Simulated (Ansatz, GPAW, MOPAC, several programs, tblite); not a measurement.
Many methods on one cell: Bi (buckled honeycomb monolayer)

A free-standing buckled honeycomb monolayer of Bi, relaxed with r2SCAN in Ansatz, was computed with several methods. In-plane lattice: a = 4.315 Å, b = 4.315 Å, γ = 120.0°; thickness between the outer nuclei 1.71 Å. Bi has 3 Bi at 3.02 Å. All values are calculated for a non-magnetic cell, which may be hypothetical.

```cif
data_structure
_symmetry_space_group_name_H-M 'P 1'
_symmetry_Int_Tables_number 1
_cell_length_a 4.3149
_cell_length_b 4.3149
_cell_length_c 27.0531
_cell_angle_alpha 90.000
_cell_angle_beta 90.000
_cell_angle_gamma 120.000
_cell_volume 436.20
loop_
_atom_site_label
_atom_site_type_symbol
_atom_site_fract_x
_atom_site_fract_y
_atom_site_fract_z
_atom_site_occupancy
Bi1 Bi 0.33333 0.66667 0.31274 1
Bi2 Bi 0.66667 0.33333 0.37577 1
```
Periodic in the plane only; c spans the vacuum.

Gaps and times are for a single point on this cell. Times are rough, from shared hosts (Arm Neoverse V2), and each method has its own mesh and cell size. PM6 (MOPAC): levels, charges or heat of formation failed a check of plausibility, so no values are given. PM6 (MOPAC), PM7 (MOPAC), GFN1-xTB (tblite), GFN2-xTB (tblite) treat a cluster of cells at its zone centre, which samples few k points: where these miss a band edge, the gap comes out too large for that reason alone. Gaps from k meshes are read at a limited set of points (mesh, symmetry points, PBE's band edges), so each method's own least gap may be somewhat smaller. xTB and the PM methods were fitted mostly to molecules, and can miss a solid's gap by electronvolts. Minimal bases can be far off for gaps. GLLB-SC's gap includes the derivative discontinuity. d marks a direct gap, i an indirect one (no mark: not told apart), a dash a value that wasn't computed or didn't pass its checks.

| method | kind | gap (eV) | atoms computed | processor time |
| --- | --- | --- | --- | --- |
| PM6 (MOPAC) | semi-empirical | – | 18 | 0.14 s |
| GFN1-xTB (tblite) | tight binding | 2.95 | 18 | 0.55 s |
| GFN2-xTB (tblite) | tight binding | 2.89 | 18 | 0.61 s |
| light PBE (260 eV and a coarse mesh) | light plane-wave | 0.57 d | 2 | 2.3 s |
| PBE/single zeta (GPAW) | small basis | 0.77 d | 2 | 3.5 s |
| PM7 (MOPAC) | semi-empirical | 2.65 | 18 | 6 s |
| PBE | semilocal | 0.60 d | 2 | 11 s |
| r2SCAN | semilocal | 0.88 d | 2 | 28 s |
| GLLB-SC (GPAW) | model potential | 1.09 | 2 | 70 s |

Against r2SCAN (0.88 eV) and with closed or daggered gaps left aside, the nearest gap at the points sampled is that of PBE/single zeta (GPAW) (-0.11 eV) and the farthest that of GFN1-xTB (tblite) (+2.07 eV). r2SCAN is only a yardstick of convenience: semilocal gaps usually lie below measured ones, which GLLB-SC and hybrids aim to mend.

Spin-orbit coupling is left out; in compounds of Pb, Bi, Tl or Hg it can lower a gap by up to about 1 eV, split its edges or invert the bands.
